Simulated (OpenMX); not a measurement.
HfO2: equation of state with PBE

HfO2:

```
Hf O
1.0
     0.00000    2.55750    2.55750
     2.55750    0.00000    2.55750
     2.55750    2.55750    0.00000
Hf O
1 2
Direct
  0.00000 0.00000 0.00000
  0.75000 0.75000 0.75000
  0.25000 0.25000 0.25000
```

Measurements of this composition are mostly on another form, of space group No. 14.

```
Program                           : OpenMX 3.8.5
Task                              : equation of state
Functional                        : PBE
Potentials or basis               : OpenMX 2013 PBE set, Hf7.0-s3p2d2, O6.0-s2p2, fixed grid of 36 × 36 × 36 points
k mesh                            : 9 × 9 × 9
Occupations                       : fermi-dirac, width 0.05 eV
Spin                              : no spin polarisation
Mixing scheme                     : rmm-diisk
SCF threshold                     : 1e-08 Ha
Solver                            : band
Grid points, held for all volumes : 36 × 36 × 36
```

* Equilibrium volume: 11.05 Å³/atom
* Bulk modulus: 238 GPa
* Pressure derivative of the bulk modulus: 4.0

Energy against volume, from the lowest point:
```tsv
volume (Å³/atom)	energy (meV/atom)
10.483	23.12
10.706	7.79
10.929	0.39
11.152	0.00
11.375	6.00
11.598	17.81
11.821	34.83
```

Caveat: volumes in these bases differ from converged ones by about 1 %, for some elements by several; the basis of atomic orbitals isn't converged, which shifts pressures, moduli and gaps. Spin-orbit coupling is left out, which matters for the levels of Hf.
